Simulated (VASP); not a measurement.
Input of a VASP 6.6.1 run:

INCAR

```
PREC = Accurate ; ENCUT = 600
EDIFF = 1E-6 ; ISMEAR = 0
SIGMA = 0.03 ; LREAL = False
LASPH = True ; NELM = 80
ALGO = Normal ; ISIF = 3
LWAVE = False ; LCHARG = False
GGA = PS ; IBRION = 2
NSW = 90 ; EDIFFG = -0.01
KPAR = 2
```

KPOINTS

```
Automatic mesh
0
Gamma
  9 9 2
```

The input POSCAR:

```
MoSe2
1.0
    3.2880000000      0.0000000000      0.0000000000
   -1.6440000000      2.8474915276      0.0000000000
    0.0000000000      0.0000000000     12.9000000000
Mo Se
2 4
Direct
    0.3333333333      0.6666666667      0.2500000000
    0.6666666667      0.3333333333      0.7500000000
    0.3333333333      0.6666666667      0.6250000000
    0.6666666667      0.3333333333      0.1250000000
    0.3333333333      0.6666666667      0.8750000000
    0.6666666667      0.3333333333      0.3750000000
```

Potentials or basis: VASP PAW PBE potentials, release 64 (Mo_sv, Se).

Command:

```bash
$ cat potpaw_PBE.64/Mo_sv/POTCAR potpaw_PBE.64/Se/POTCAR > POTCAR
$ mpirun -np 2 vasp_std > vasp.out
```

(1) Predict the relaxed volume.

(2) Estimate the space group after relaxing (to 0.05 Å).

Results:

(1) 20.34 Å³/atom.

(2) P6_3/mmc (No. 194).

Caveat: the PAW data sets were made with another functional, which shifts forces and pressure a little; this functional lacks dispersion, which binds the layers, so the pressure and a relaxed spacing across them are unreliable.
